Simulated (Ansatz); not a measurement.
**Field gradients at the nuclei in GaN at a changed volume**

The cell is a COD entry, relaxed with PBE at fixed cell and then changed (volume scaled by 0.94, ions relaxed).

```xyz
4
Lattice="3.1151 0.0000 0.0000 -1.5575 2.6977 0.0000 0.0000 0.0000 5.0605" Properties=species:S:1:pos:R:3 pbc="T T T"
Ga    0.0000    1.7985    0.0199
Ga    1.5575    0.8992    2.5502
N     0.0000    1.7985    1.9284
N     1.5575    0.8992    4.4586
```

Sites (sets of like atoms) are named by element and the number of their first atom in this list.

Level of theory: DFT, PBE, plane waves and PAW, scalar-relativistic, 420 eV cutoff, Γ-centred 11×11×6 k-points, Fermi–Dirac smearing 0.02 eV (Ansatz 0.2.0).

C_Q = eQV_zz/h, which is 24.18 MHz for Q = 1 b and V_zz = 10²¹ V/m²; η = (V_xx − V_yy)/V_zz. ν_Q = 3|C_Q|/[2I(2I − 1)].

⁶⁹Ga: I = 3/2, Q = 171.0 mb; 14N: I = 1, Q = 20.44 mb. Nuclear quadrupole moments: year-2017 set (Pyykkö).

```csv
site,atoms (order as listed),first shell,C_Q (MHz),η,ν_Q (MHz)
Ga,"1, 2",4 N at 1.90–1.91 Å,1.85,0.00,0.923
N,"3, 4",4 Ga at 1.90–1.91 Å,0.024,0.00,0.036
```

An axis of threefold or higher order runs through Ga and N, so V_zz lies along it and η is zero.

At this changed cell the PBE pressure is 22 GPa.

The relaxation (2 steps) took 8.1 s of wall time (8 s of CPU time) and 0.47 GiB at its peak, on 1 thread of Intel Xeon Platinum 8488C (Sapphire Rapids) (x86_64; 16 cores open to the job, memory cap 3.0 GiB, no GPU), a shared host with a load of 0.3 a core.
